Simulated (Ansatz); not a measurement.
# TiPbS3: a single point and what it writes

One self-consistent run on TiPbS3 (a known structure type filled with other elements, at an estimated volume), nothing relaxed, to see its forces and stress, its levels, and how its atoms share the electrons.

Computed, not measured: Ansatz 0.2.0, DFT, PBE, with U_eff = 5.15 eV on Ti d, spin-orbit coupling, plane waves, PAW.

## (1) The cell

Symmetry: P4mm, No. 99, tetragonal system. Conventional cell: a = 4.623 Å, b = 4.623 Å, c = 4.716 Å, α = 90.00°, β = 90.00°, γ = 90.00°. Around Pb (site symmetry 4mm) lie 12 S at 3.08 to 3.53 Å. Ti (site symmetry 4mm) is surrounded by 6 S at 2.16 to 2.56 Å. Around S (site symmetry 4mm) lie 2 Ti at 2.16 to 2.56 Å. Around S (site symmetry 2mm) lie 2 Ti at 2.32 Å and 2 Pb at 3.08 Å.

Structure file:

```
Pb Ti S
1.0
     4.62347    0.00000    0.00000
     0.00000    4.62347    0.00000
     0.00000    0.00000    4.71589
Pb Ti S
1 1 3
Direct
  0.00000 0.00000 0.00000
  0.50000 0.50000 0.52300
  0.50000 0.50000 0.06600
  0.50000 0.00000 0.56700
  0.00000 0.50000 0.56700
```

Its first density is an earlier solution for the same cell, read from a checkpoint. Its moments: no atom with a moment over 0.3 μB. It was the lowest of 2 states met in 4 starts.

## (2) The calculation

Contents of input.yaml:

```yaml
crystal:
  lattice:
    - [4.623471, 0.0, 0.0]
    - [0.0, 4.623471, 0.0]
    - [0.0, 0.0, 4.715885]
  atoms:
    - { symbol: Pb, position: [0.0, 0.0, 0.0] }
    - { symbol: Ti, position: [0.5, 0.5, 0.523], spin: 1, spin_axis: [0.0, 0.0, 1.0] }
    - { symbol: S, position: [0.5, 0.5, 0.066] }
    - { symbol: S, position: [0.5, 0.0, 0.567] }
    - { symbol: S, position: [0.0, 0.5, 0.567] }
kpoints:
  mp_grid: { grid: [4, 4, 4], shift: [0, 0, 0] }
  band_path:
    path:
      - [0.0, 0.0, 0.0]
      - [0.0, 0.5, 0.0]
      - [0.5, 0.5, 0.0]
      - [0.0, 0.0, 0.0]
      - [0.0, 0.0, 0.5]
      - [0.0, 0.5, 0.5]
      - [0.5, 0.5, 0.5]
      - [0.0, 0.0, 0.5]
      - [0.0, 0.5, 0.0]
      - [0.0, 0.5, 0.5]
      - [0.5, 0.5, 0.0]
    npoints: 6
magnetization:
  noncollinear: true
  spin_orbit: true
scf:
  occupations: { method: fermi_dirac }
  lower_state_search: "off"
  max_iter: 200
hamiltonian:
  pseudopotentials: { kind: paw_fr }
  xc: pbe
  hubbard:
    projectors: all-electron-ortho-atomic
    sites: [{ species: Ti, l: d, u_eff: 5.15 }]
basis:
  ecutwfc: 420
  fft_grid_basis: typed
output:
  forces: true
  stress: true
  eigenvalues: true
  bader: true
  populations: true
  elf: true
  write_potential: true
  volumetric_format: npy
  dos:
    e_range: [-12, 8]
    de: 0.05
    projected: { site_lists: { Pb: [Pb], S: [S], Ti: [Ti] } }
    method: { smearing: { sigma: 0.1, scheme: gaussian } }
checkpoint:
  read: saved_state
```

Q: Predict the outcome of this session. Wanted: largest force; pressure; gap; least direct gap; Bader charges; moments.

**Answer**, as computed:

| quantity | value |
| --- | --- |
| largest force | 1.699 eV/Å on S3 |
| pressure | 11.1 GPa |
| gap (mesh and path) | 0.37 eV, indirect |
| least direct gap | 0.65 eV |
| Bader charges | Pb +1.11, Ti +1.90, S -1.01 to -0.98 e |
| moments | none |

What this shows: It is gapped: 0.37 eV, with the least direct gap at 0.65 eV; within 0.7 eV of the edges the states project mainly on S p (99 %) below and Ti d (52 %) and Pb p (32 %) above. The state carries no moments. With forces up to 1.70 eV/Å (on S3), a relaxation would move the atoms. At 11.1 GPa the cell is compressed and would expand.

Keep in mind: a band edge lies within two smearing widths of the Fermi level; the SCF threshold is loose for a stress.
